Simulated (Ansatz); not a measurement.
# GaAs: the cost of one run

Method: DFT r2SCAN, scalar-relativistic, plane waves, PAW, in Ansatz 0.2.0.

1 further run of the same task is left out (set aside as unsound or not needed). Runs told in other sessions of the task aren't counted.

**1. The system as given**

The structure is cubic, space group F-43m (No. 216). Conventional cell: a = 5.666 Å, b = 5.666 Å, c = 5.666 Å, α = 90.00°, β = 90.00°, γ = 90.00°. Ga (site symmetry -43m) is surrounded by 4 As at 2.45 Å. As (site symmetry -43m) is surrounded by 4 Ga at 2.45 Å.

Structure file:

```cif
data_structure
_symmetry_space_group_name_H-M 'F-43m'
_symmetry_Int_Tables_number 216
_cell_length_a 5.6664
_cell_length_b 5.6664
_cell_length_c 5.6664
_cell_angle_alpha 90.000
_cell_angle_beta 90.000
_cell_angle_gamma 90.000
_cell_volume 181.94
loop_
_atom_site_label
_atom_site_type_symbol
_atom_site_symmetry_multiplicity
_atom_site_Wyckoff_symbol
_atom_site_fract_x
_atom_site_fract_y
_atom_site_fract_z
_atom_site_occupancy
Ga1 Ga 4 a 0.00000 0.00000 0.00000 1
As1 As 4 c 0.25000 0.25000 0.25000 1
```

This cell was relaxed beforehand with the same method: volume 22.74 Å³/atom, gap on the mesh 0.96 eV.

**2. The undisturbed cell**

Input file input.yaml:

```yaml
crystal:
  lattice:
    - [0.0, 2.8332036537, 2.8332036537]
    - [2.8332036537, 0.0, 2.8332036537]
    - [2.8332036537, 2.8332036537, 0.0]
  atoms:
    - { symbol: Ga, position: [0.0, 0.0, 0.0] }
    - { symbol: As, position: [0.75, 0.75, 0.75] }
basis:
  ecutwfc: 500
kpoints:
  mp_grid: { grid: [8, 8, 8] }
hamiltonian:
  xc: r2scan
scf:
  occupations: { method: gaussian, width: 0.05 }
output:
  forces: true
  stress: true
  eigenvalues: true
```

The run is started by

```bash
$ ansatz run input.yaml --threads 1 --pin off --max-ram 2560MiB --backend cpu --events-out ev --progress --plain --runs-dir out
```

What time and memory should one allow on 1 thread of Arm Neoverse V1, shared host?

About 5.6 s, with a peak of 0.44 GiB.
